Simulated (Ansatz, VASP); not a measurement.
# One calculation of P, two programs

```
P
1.0
    -1.46274    1.46274    1.46274
     1.46274   -1.46274    1.46274
     1.46274    1.46274   -1.46274
P
1
Cartesian
  0.0000 0.0000 0.0000
```

Alike in both runs: task single point; functional PBE; k mesh 16 × 16 × 16; occupations fermi-dirac, width 0.1 eV; no spin polarisation.

```csv
,VASP,Ansatz
version,VASP 6.6.1,Ansatz 0.2.0
potentials or method,"VASP PAW PBE potentials, release 64 (P)","plane waves (420 eV) with PAW, scalar-relativistic"
plane-wave cutoff (eV),520,420
valence electrons in the cell,5,5
```

VASP gave:

```
pressure (GPa) : 15.5
```

Question: Estimate Ansatz's values.

Answer: Pressure (GPa): 15.8.

Caveats: so large a pressure means that the cell lies far from this level's equilibrium, or that cutoff or potentials fall short (VASP).
